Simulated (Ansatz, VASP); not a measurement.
**One calculation of C, two programs**

```
CELL_PARAMETERS angstrom
1.71388 0.00000 0.00000
-0.85694 1.48426 0.00000
0.00000 0.00000 13.72968
ATOMIC_POSITIONS crystal
C 0.00000 0.00000 0.00000
C 0.00000 0.00000 0.50000
C 0.33333 0.66667 0.25000
C 0.66667 0.33333 0.75000
```

Alike in both runs: functional r2SCAN; k mesh 17 × 17 × 5; occupations fermi-dirac, width 0.1 eV; no spin polarisation.

Ansatz relaxed the structure, and its values are those at the end. VASP's run is a single point on that final structure, the one shown.

```csv
,VASP,Ansatz
version,VASP 6.6.1,Ansatz 0.2.0
potentials or method,"VASP PAW PBE potentials, release 64 (C)","plane waves (500 eV) with PAW, scalar-relativistic"
plane-wave cutoff (eV),520,500
valence electrons in the cell,16,16
```

```csv
,VASP,Ansatz,Ansatz less VASP
pressure (GPa),0.2,0.0,-0.20
```

Caveats: the PAW data sets were made with another functional, which shifts forces and pressure a little (VASP).
